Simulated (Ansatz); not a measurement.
The cell is the one relaxed in the Materials Project (mp-726265), not relaxed further here; entries there can be hypothetical.

AgCl: DFT, PBE, all-electron PAW with datasets made for the crystal, scalar-relativistic (Ansatz 0.2.0).

Command: `ansatz run input.yaml --threads 1 --pin off --max-ram 3072MiB --backend cpu --events-out ev --progress --plain --runs-dir out` The run took 11 s on 1 thread of Intel(R) Xeon(R) Platinum 8375C CPU @ 2.90GHz (Ice Lake), with other jobs on the host, peak memory 0.45 GiB.

```yaml
crystal:
  lattice:
    - [3.433973, 0.0, 0.0]
    - [0.0, 3.433973, 0.0]
    - [0.0, 0.0, 3.433973]
  atoms:
    - { symbol: Ag, position: [0.0, 0.0, 0.0] }
    - { symbol: Cl, position: [0.5, 0.5, 0.5] }
kpoints:
  mp_grid: { grid: [9, 9, 9] }
  band_path:
    path:
      - [0.0, 0.0, 0.0]
      - [0.0, 0.5, 0.0]
      - [0.5, 0.5, 0.0]
      - [0.0, 0.0, 0.0]
      - [0.5, 0.5, 0.5]
      - [0.0, 0.5, 0.0]
      - [0.5, 0.5, 0.5]
      - [0.5, 0.5, 0.0]
    npoints: 8
scf:
  occupations: { method: fermi_dirac, width: 0.01 }
hamiltonian:
  xc: pbe
  pseudopotentials: { kind: all_electron, datasets: crystal }
output:
  forces: true
  stress: true
  eigenvalues: true
  efg: { contact_densities: true }
```

Output:

```
hamiltonian.pseudopotentials.datasets: crystal makes datasets for this crystal and solves the spheres of its atoms anew in each pass: cutoff 260.0 eV, the density's 1040.0 eV; for an error of 0.50 meV an atom under PBE, 1.0 meV for the cell; an energy difference from a run of another recipe may be off by several times the error for the cell, under r2SCAN by more, where some 0.1 meV an atom stays at smaller errors; Cl in spheres of 1.376 Å, 7 of its electrons in bands; Ag in spheres of 1.376 Å, 11 of its electrons in bands, 8 on its site; only band paths and densities of states list, in semicore columns, the levels of the semicore shells that are solved separately: 4s of Ag, 4p of Ag
Ag: output.efg is read without spin–orbit coupling, which moves field gradients at and beside such atoms by some per cent and up to a factor of two; PAW files take it under magnetization.noncollinear and magnetization.spin_orbit
Engine: ansatz 0.2.0
Pseudopotentials: kind: all_electron
Pseudopotential: Ag, paw, valence charge 19, recommended cutoff 260 eV (normal), Koelling and Harmon's equation, gaussian nucleus
Pseudopotential: Cl, paw, valence charge 7, recommended cutoff 260 eV (normal), Koelling and Harmon's equation, gaussian nucleus
Functional definition: PBE
  parameter kappa = 0.804
  parameter beta = 0.06672455060314922
  exchange = pbe_x(kappa = kappa, mu = beta*pi^2/3)
  correlation = pbe_c(beta = beta)
Crystal: 2 atoms, lattice volume = 40.494 Å³
Basis set: ecut = 260 eV, 389 PW (Γ), exchange–correlation on 40×40×40 points (8 copies of the dense FFT grid, shifted against one another)
Bands: 13, of which v1, the nominal top of the filled ones, is band 9 counted from 1 (8 counted from 0)
Symmetry: 48 space group operations
Space group: Pm-3m (ITA 221), of the structure as read, at distance tolerance 3.4e-5 Å
k-points: 35 of 729
Non-local potential: Ag, projectors of the file, l = 0: 1, l = 1: 1, l = 2: 2
Non-local potential: Cl, projectors of the file, l = 0: 1, l = 1: 1
PAW form: soft (Blöchl's): semilocal exchange-correlation on the pseudo side does not see the compensation charge
PAW one-centre angular grid: Ag, 590 points (default); XC on its mesh's 1875 points in the sphere
PAW one-centre angular grid: Cl, 110 points (default); XC on its mesh's 1981 points in the sphere
Initial density: superposition of atomic densities (neutral atoms: chi_scale 0, normalization atom)
Initial wavefunctions: pseudopotential atomic-orbital guess
Functional: x = pbe(κ = 0.804, μ = 0.2195149727645171), c = pbe(β = 0.06672455060314922)
iter 1 solved again at ethr=4.54e-3 eV; its pass at ethr=1.00e-1 eV (dr2=8.17e-1 eV) is discarded
SCF iter   1: F=—  HF=-157215.200921 eV  |F-HF|=—  |Δ(HF+E_count)|=         —  Δρ=2.98e-2  dr2=8.91e-1  ethr=4.54e-3  ⟨swp⟩=3.5  Hψ=2394  notcnv=0
preconditioner: auto → none  [insulator: Δε(μ)=0.610 eV  Ē_g=11.028 eV  σ=0.010 eV  W_gap=1.00  n_scr=6 (ndim 8)  ℏωp=24.8 eV  f_vac=0.000  D(μ)=0.00/eV (n_scr^D=0)  ε∞_Penn≈6.0]
SCF iter   2: F=—  HF=-157214.947432 eV  |F-HF|=—  |Δ(HF+E_count)|=   2.53e-1  Δρ=2.01e-2  dr2=1.44e-1  ethr=4.54e-3  ⟨swp⟩=3.1  Hψ=1240  notcnv=0
iter 3 solved again at ethr=5.13e-5 eV; its pass at ethr=7.98e-4 eV (dr2=9.23e-3 eV) is discarded
SCF iter   3: F=—  HF=-157214.904029 eV  |F-HF|=—  |Δ(HF+E_count)|=   4.34e-2  Δρ=5.30e-3  dr2=9.24e-3  ethr=5.13e-5  ⟨swp⟩=2.3  Hψ=2145  notcnv=0  defer=7
SCF iter   4: F=—  HF=-157214.903551 eV  |F-HF|=—  |Δ(HF+E_count)|=   4.78e-4  Δρ=2.21e-3  dr2=1.47e-3  ethr=5.13e-5  ⟨swp⟩=2.7  Hψ=949  notcnv=0  defer=6
SCF iter   5: F=—  HF=-157214.904261 eV  |F-HF|=—  |Δ(HF+E_count)|=   7.10e-4  Δρ=3.91e-4  dr2=4.58e-5  ethr=8.16e-6  ⟨swp⟩=3.3  Hψ=1246  notcnv=0
SCF iter   6: F=—  HF=-157214.904247 eV  |F-HF|=—  |Δ(HF+E_count)|=   1.42e-5  Δρ=2.04e-4  dr2=1.21e-5  ethr=2.54e-7  ⟨swp⟩=2.1  Hψ=778  notcnv=0  defer=3
SCF iter   7: F=—  HF=-157214.904251 eV  |F-HF|=—  |Δ(HF+E_count)|=   3.74e-6  Δρ=7.13e-6  dr2=1.35e-8  ethr=6.72e-8  ⟨swp⟩=2.1  Hψ=779  notcnv=0  defer=3
SCF iter   8: F=-157214.904251 eV  HF=-157214.904251 eV  |F-HF|=1.51e-9  |Δ(HF+E_count)|=   3.47e-8  Δρ=2.83e-6  dr2=2.22e-9  ethr=7.47e-11  ⟨swp⟩=3.9  Hψ=1178  notcnv=0
SCF 1 converged in 8 iterations: F = -157214.904252 eV  dr2 = 2.22e-9
  Residual-converged pass: ⟨swp⟩=2.9  Hψ=834  notcnv=0  max |occ|·‖R‖ = 5.2e-6 eV (tolerance 5.3e-6 eV)  dr2=2.05e-9  dr2_onsite=1.89e-9  max |Δocc| = 4.3e-20
  greatest PAW one-centre occupation: 0.942 electrons in one spin orbital (limit 2), on the Ag atom at site 0 (counted from 0), in its partial waves of l = 2
NSCF: frozen V_eff on 57 k-points
SCF converged after 8 iterations
Free energy (F): -157214.904252 eV
Harris-Foulkes:  -157214.904252 eV  (|F-HF|=1.51e-9)
Internal energy: -157214.904252 eV  (E = F + TS)
E sigma→0 (E₀):  -157214.904252 eV
Past the cutoff: the bands carry plane waves up to 1.75 times it, of which those up to 1.5 times it add -0.000186 eV an atom, each by itself; the spheres take 0.000226 eV an atom off the energy for waves past 1.75 times it
By the cutoff:   a pressure is off by up to 0.006 GPa (1.2 times the spheres' own share and the shells' term, over an atom's volume, and 0.004 GPa: a bound that held against runs at twice the plane waves)
Past the cutoffs: a stress includes 0.0017 GPa for waves and charges beyond them, in addition to the slope of what the spheres take
In the spheres:  the bands' charges fall short by 4.2e-7 e at most (sound up to 1e-3), those of shells solved beside the bands by 3.1e-7 e (sound up to 5e-4)
Fermi energy:    9.646642 eV
--- Per-component energies (eV) ---
  The terms above E_closure are by the made datasets' own strengths, without shells solved beside the bands.
--- Forces (eV/Å), atoms counted from 1 ---
  atom   1  Ag    -0.00000000    -0.00000000     0.00000000
  atom   2  Cl     0.00000000     0.00000000    -0.00000000
  max |Σ_I F_I| component: 2.44e-30 eV/Å
--- Stress (GPa, compression-positive) ---
       -0.120861       0.000000       0.000000
        0.000000      -0.120861       0.000000
        0.000000       0.000000      -0.120861
  P = ⅓ Tr σ = -0.1209 GPa (-1.209 kbar)
  It holds what live shells' own plane waves past their cutoff add
--- PAW observables at the nuclei: V_zz in 10²¹ V/m², potentials from the cell's mean, atoms counted from 1 ---
  atom   1  Ag V_zz =    +0.000000   η = 0.0000   by run symmetry: forbidden
            electrostatic potential = -7475.975764 V   contact ρ = 948338.935956 e/Å³
  atom   2  Cl V_zz =    +0.000000   η = 0.0000   by run symmetry: forbidden
            electrostatic potential = -1778.830547 V   contact ρ = 24123.348763 e/Å³
--- Band table (eV; the first three rows and the last of 35) ---
  k-point 0: bands = ["-5.2066", "6.6475", "6.6475", "7.5837", "7.5837", "7.5837", "7.8620", "7.8620", "7.8620", "9.9380", "18.6930"]
  k-point 1: bands = ["-5.1570", "6.4960", "6.6641", "7.2651", "7.2651", "7.4751", "7.5895", "8.2243", "8.2243", "10.5485", "18.6905"]
  k-point 2: bands = ["-5.0262", "5.7369", "6.7064", "6.9154", "6.9154", "7.4416", "7.6043", "8.6918", "8.6918", "11.5884", "18.2406"]
  k-point 34: bands = ["-4.1149", "5.1193", "5.1193", "5.1978", "7.8483", "7.8483", "8.9053", "9.1243", "9.1243", "13.8019", "14.3862"]
```
